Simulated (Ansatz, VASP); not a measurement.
# Two plane-wave programs on CaH4

INCAR

```
SYSTEM = CaH4
PREC = Accurate
ENCUT = 900
EDIFF = 1E-6
ISMEAR = -1
SIGMA = 0.05
LREAL = .False.
LASPH = .True.
NELM = 60
ALGO = Normal
ISIF = 3
LWAVE = .False.
LCHARG = .False.
GGA = PE
IBRION = 2
NSW = 40
EDIFFG = -0.02
```

The input KPOINTS:

```
regular mesh
0
Gamma
  5 5 5
  0 0 0
```

File POSCAR:

```
CaH4
1.0
    4.1679800000      0.0000000000      0.0000000000
    0.0000000000      4.1679800000      0.0000000000
    0.0000000000      0.0000000000      4.1679800000
Ca H
1 4
Direct
    0.0000000000      0.0000000000      0.0000000000
    0.5000000000      0.0000000000      0.0000000000
    0.0000000000      0.5000000000      0.0000000000
    0.0000000000      0.0000000000      0.5000000000
    0.5000000000      0.5000000000      0.5000000000
```

The input input.yaml:

```yaml
crystal:
  lattice:
    - [4.16798, 0.0, 0.0]
    - [0.0, 4.16798, 0.0]
    - [0.0, 0.0, 4.16798]
  atoms:
    - { symbol: Ca, position: [0.0, 0.0, 0.0] }
    - { symbol: H, position: [0.5, 0.0, 0.0] }
    - { symbol: H, position: [0.0, 0.5, 0.0] }
    - { symbol: H, position: [0.0, 0.0, 0.5] }
    - { symbol: H, position: [0.5, 0.5, 0.5] }
hamiltonian:
  xc: pbe
  pseudopotentials: { kind: paw }
kpoints:
  mp_grid: { grid: [5, 5, 5] }
scf:
  occupations: { method: fermi_dirac, width: 0.05 }
output:
  forces: true
  stress: true
  eigenvalues: true
relax:
  f_tol: 0.01
  max_steps: 40
  cell: { stress_tol: 0.05, p_target: 2.0 }
```

The cell was built by a generator and needn't be a form met in nature.

Alike in both runs: task relaxation of cell and atoms; functional PBE; k mesh 5 × 5 × 5; occupations fermi-dirac, width 0.05 eV; no spin polarisation.

|  | VASP | Ansatz |
| --- | --- | --- |
| version | VASP 6.6.1 | Ansatz 0.2.0 |
| potentials or method | VASP PAW PBE potentials, release 64 (Ca_pv, H) | Ansatz PAW |
| plane-wave cutoff (eV) | 900 | 420 |
| valence electrons in the cell | 12 | 14 |

```tsv
	VASP	Ansatz	Ansatz less VASP
gap on the k mesh at the Fermi level, each at its own relaxed structure (eV)	none	none	-
relaxed volume (Å³/atom)	14.48	13.45	-1.031
relaxed cell length with the largest relative difference (Å)	4.168	4.067	-0.1013
energy change over the relaxation (meV/atom)	0	6	+6.5
```

A gap of «none» marks a metal or a gap that the smearing closes. One of these differences is far larger than is usual between the two programs; its cause wasn't traced. The two sets of potentials don't hold the same shells in valence.

Caveats: the relaxation stopped at its first step, so nothing moved (VASP); the plane-wave basis is chosen anew once the cell has moved, so the energies of steps on either side of that aren't comparable (Ansatz).
